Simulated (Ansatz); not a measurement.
# Molybdenum, bcc under PBE: from relaxation to bulk modulus, part 2 of 2

The plan for molybdenum in the bcc structure: relax it, solve it on a dense k-mesh, switch on spin-orbit coupling, then scale the cell to 7 volumes from 88 to 112 % of the relaxed one and try a fit of the equation of state. The k-meshes are 14×14×14 for the relaxation; 23×23×23 for the dense run; 14×14×14 for spin-orbit coupling; 23×23×23 for the volumes. The starting cell is the deposited one, from the Crystallography Open Database.

Ansatz 0.2.0; DFT, PBE, plane waves (420 eV) with PAW, scalar-relativistic.

## 8. The cell scaled to 100 % of its volume

Contents of input.yaml:

```yaml
crystal:
  lattice:
    - [-1.581379395, 1.581379395, 1.581379395]
    - [1.581379395, -1.581379395, 1.581379395]
    - [1.581379395, 1.581379395, -1.581379395]
  atoms:
    - { symbol: Mo, position: [0.0, 0.0, 0.0] }
hamiltonian:
  xc: pbe
  pseudopotentials:
    kind: paw
    azcp:
      Mo: "pseudopotentials/Mo.paw.azcp"
basis:
  ecutwfc: 420
  fft_grid_basis: typed
kpoints:
  mp_grid: { grid: [23, 23, 23], shift: [0, 0, 0] }
magnetization:
  spin_polarized: false
scf:
  occupations: { method: fermi_dirac, width: 0.1 }
output:
  stress: true
```

Log (excerpt; [...] marks lines left out):

```text
[...]
Pseudopotentials: kind: paw
Pseudopotential: Mo, paw, valence charge 14, recommended cutoff 420 eV (normal), <dir>
Functional definition: PBE
[...]
Crystal: 1 atoms, lattice volume = 15.819 Å³
Basis set: ecut = 420 eV, 321 PW (Γ)
Bands: 11, of which v1, the nominal top of the filled ones, is band 7 counted from 1 (6 counted from 0)
Symmetry: 48 space group operations
Space group: Im-3m (ITA 229), of the structure as read, at distance tolerance 2.5e-5 Å
k-points: 364 of 12167
[...]
SCF iter   1: F=—  HF=-4956.033321 eV  |F-HF|=—  |Δ(HF+E_count)|=         —  Δρ=2.69e-3  dr2=6.33e-4  ethr=1.77e-3  ⟨swp⟩=5.0  Hψ=23302  notcnv=0
[...]
SCF iter   6: F=-4956.033277 eV  HF=-4956.033277 eV  |F-HF|=4.14e-9  |Δ(HF+E_count)|=   1.82e-8  Δρ=1.01e-5  dr2=5.74e-9  ethr=3.46e-10  ⟨swp⟩=2.0  Hψ=13731  notcnv=0
[...]
SCF converged after 6 iterations
Free energy (F): -4956.033277 eV
[...]
E sigma→0 (E₀):  -4956.023502 eV
Entropy (-TS):   -0.019549 eV (-19.549 meV/atom)
Fermi energy:    20.810378 eV
[...]
--- Stress (GPa, compression-positive) ---
       -0.421251       0.000000      -0.000000
        0.000000      -0.421251       0.000000
       -0.000000      -0.000000      -0.421251
  P = ⅓ Tr σ = -0.4213 GPa (-4.213 kbar)
```

Wall time 3.8 s (1 thread of an x86-64 CPU, shared host); peak memory 0.54 GiB.

## 9. The cell scaled to 104 % of its volume

Edit input.yaml of step 8 so:

```diff
@@ -2,5 +2,5 @@
   lattice:
-    - [-1.581379395, 1.581379395, 1.581379395]
-    - [1.581379395, -1.581379395, 1.581379395]
-    - [1.581379395, 1.581379395, -1.581379395]
+    - [-1.602189405, 1.602189405, 1.602189405]
+    - [1.602189405, -1.602189405, 1.602189405]
+    - [1.602189405, 1.602189405, -1.602189405]
   atoms:
```

Log (excerpt; [...] marks lines left out):

```text
[...]
[... 3 set-up lines as earlier in the session ...]
[...]
Crystal: 1 atoms, lattice volume = 16.451 Å³
Basis set: ecut = 420 eV, 321 PW (Γ)
Bands: 11, of which v1, the nominal top of the filled ones, is band 7 counted from 1 (6 counted from 0)
[... 2 set-up lines as earlier in the session ...]
k-points: 364 of 12167
[...]
SCF iter   1: F=—  HF=-4956.012641 eV  |F-HF|=—  |Δ(HF+E_count)|=         —  Δρ=2.11e-3  dr2=5.10e-4  ethr=1.77e-3  ⟨swp⟩=5.0  Hψ=23197  notcnv=0
[...]
SCF iter   6: F=-4956.012606 eV  HF=-4956.012606 eV  |F-HF|=2.34e-9  |Δ(HF+E_count)|=   1.17e-8  Δρ=7.28e-6  dr2=3.17e-9  ethr=2.22e-10  ⟨swp⟩=2.0  Hψ=13769  notcnv=0
[...]
SCF converged after 6 iterations
Free energy (F): -4956.012606 eV
[...]
E sigma→0 (E₀):  -4956.002548 eV
Entropy (-TS):   -0.020117 eV (-20.117 meV/atom)
Fermi energy:    19.869005 eV
[...]
--- Stress (GPa, compression-positive) ---
       -9.721581      -0.000000       0.000000
       -0.000000      -9.721581      -0.000000
       -0.000000       0.000000      -9.721581
  P = ⅓ Tr σ = -9.7216 GPa (-97.216 kbar)
```

Wall time 5.2 s (1 thread of an x86-64 CPU, shared host); peak memory 0.55 GiB.

## 10. The cell scaled to 108 % of its volume

Edit input.yaml of step 9 so:

```diff
@@ -2,5 +2,5 @@
   lattice:
-    - [-1.602189405, 1.602189405, 1.602189405]
-    - [1.602189405, -1.602189405, 1.602189405]
-    - [1.602189405, 1.602189405, -1.602189405]
+    - [-1.6224724368, 1.6224724368, 1.6224724368]
+    - [1.6224724368, -1.6224724368, 1.6224724368]
+    - [1.6224724368, 1.6224724368, -1.6224724368]
   atoms:
```

Log (excerpt; [...] marks lines left out):

```text
[...]
[... 3 set-up lines as earlier in the session ...]
[...]
Crystal: 1 atoms, lattice volume = 17.084 Å³
Basis set: ecut = 420 eV, 321 PW (Γ)
Bands: 11, of which v1, the nominal top of the filled ones, is band 7 counted from 1 (6 counted from 0)
[... 1 set-up line as earlier in the session ...]
Space group: Im-3m (ITA 229), of the structure as read, at distance tolerance 2.6e-5 Å
k-points: 364 of 12167
[...]
SCF iter   1: F=—  HF=-4955.958811 eV  |F-HF|=—  |Δ(HF+E_count)|=         —  Δρ=1.90e-3  dr2=4.34e-4  ethr=1.77e-3  ⟨swp⟩=5.0  Hψ=23172  notcnv=0
[...]
SCF iter   6: F=-4955.958831 eV  HF=-4955.958831 eV  |F-HF|=1.17e-9  |Δ(HF+E_count)|=   8.12e-9  Δρ=5.47e-6  dr2=1.72e-9  ethr=1.60e-10  ⟨swp⟩=2.0  Hψ=13128  notcnv=0
[...]
SCF converged after 6 iterations
Free energy (F): -4955.958831 eV
[...]
E sigma→0 (E₀):  -4955.948392 eV
Entropy (-TS):   -0.020879 eV (-20.879 meV/atom)
Fermi energy:    18.994636 eV
[...]
--- Stress (GPa, compression-positive) ---
      -17.242876      -0.000000       0.000000
        0.000000     -17.242876       0.000000
        0.000000       0.000000     -17.242876
  P = ⅓ Tr σ = -17.2429 GPa (-172.429 kbar)
```

It took 6.7 s on 1 thread of an x86-64 CPU, shared host; peak memory 0.55 GiB.

## 11. The cell scaled to 112 % of its volume

Edit input.yaml of step 10 so:

```diff
@@ -2,5 +2,5 @@
   lattice:
-    - [-1.6224724368, 1.6224724368, 1.6224724368]
-    - [1.6224724368, -1.6224724368, 1.6224724368]
-    - [1.6224724368, 1.6224724368, -1.6224724368]
+    - [-1.6422606362, 1.6422606362, 1.6422606362]
+    - [1.6422606362, -1.6422606362, 1.6422606362]
+    - [1.6422606362, 1.6422606362, -1.6422606362]
   atoms:
```

Log (excerpt; [...] marks lines left out):

```text
[...]
[... 3 set-up lines as earlier in the session ...]
[...]
Crystal: 1 atoms, lattice volume = 17.717 Å³
Basis set: ecut = 420 eV, 369 PW (Γ)
Bands: 11, of which v1, the nominal top of the filled ones, is band 7 counted from 1 (6 counted from 0)
[... 2 set-up lines as earlier in the session ...]
k-points: 364 of 12167
[...]
SCF iter   1: F=—  HF=-4955.878327 eV  |F-HF|=—  |Δ(HF+E_count)|=         —  Δρ=2.19e-3  dr2=4.61e-4  ethr=1.77e-3  ⟨swp⟩=5.0  Hψ=23030  notcnv=0
[...]
SCF iter   6: F=-4955.878339 eV  HF=-4955.878339 eV  |F-HF|=1.60e-9  |Δ(HF+E_count)|=   1.12e-8  Δρ=7.34e-6  dr2=2.84e-9  ethr=2.37e-10  ⟨swp⟩=2.0  Hψ=12928  notcnv=0
[...]
SCF converged after 6 iterations
Free energy (F): -4955.878339 eV
[...]
E sigma→0 (E₀):  -4955.867452 eV
Entropy (-TS):   -0.021774 eV (-21.774 meV/atom)
Fermi energy:    18.179940 eV
[...]
--- Stress (GPa, compression-positive) ---
      -23.300959       0.000000      -0.000000
        0.000000     -23.300959      -0.000000
       -0.000000      -0.000000     -23.300959
  P = ⅓ Tr σ = -23.3010 GPa (-233.010 kbar)
```

It took 4.5 s on 1 thread of an x86-64 CPU, shared host; peak memory 0.56 GiB.

## 12. Energy and pressure against volume

The cell was scaled evenly, with its shape and the fractional positions fixed.

```csv
V (Å³/atom),E − E₀ (meV/atom),P from the stress (GPa),P from the fit (GPa)
13.920,222.6,42.47,42.55
14.553,90.4,25.14,25.09
15.186,20.0,11.04,10.98
15.819,0.0,-0.42,-0.47
16.451,20.9,-9.72,-9.77
17.084,75.1,-17.24,-17.35
17.717,156.0,-23.30,-23.51
```

Fit (Birch-Murnaghan, third order): V₀ = 15.790 Å³/atom, B₀ = 259 GPa, B₀′ = 4.2, largest residual 0.10 meV/atom.

Fit and stress differ a little: one follows E(σ → 0), the other the smeared free energy.

## 13. Summary of results

The summary covers parts 1 to 2.

```
                      quantity                         value
space group (spins left aside)               Im-3m (No. 229)
             conventional cell                   a = 3.163 Å
                        volume                15.819 Å³/atom
             shortest distance                       2.739 Å
   against the measured volume       +1.5 % (15.588 Å³/atom)
               gap on the mesh  none (levels filled in part)
                   V₀, B₀, B₀′  15.790 Å³/atom, 259 GPa, 4.2
```

**Reading.** Against experiment, PBE misses the volume by +1.5 %. Zero-point motion and any thermal expansion in the deposited cell, which the calculation lacks, would widen the miss. No gap shows: it is a metal or semimetal at this level. The total energy of the spin-orbit run lies -1.2 eV/atom from the scalar one, but the two kinds of run don't share a zero of energy: only differences within one kind count. B₀ comes out at 259 GPa.
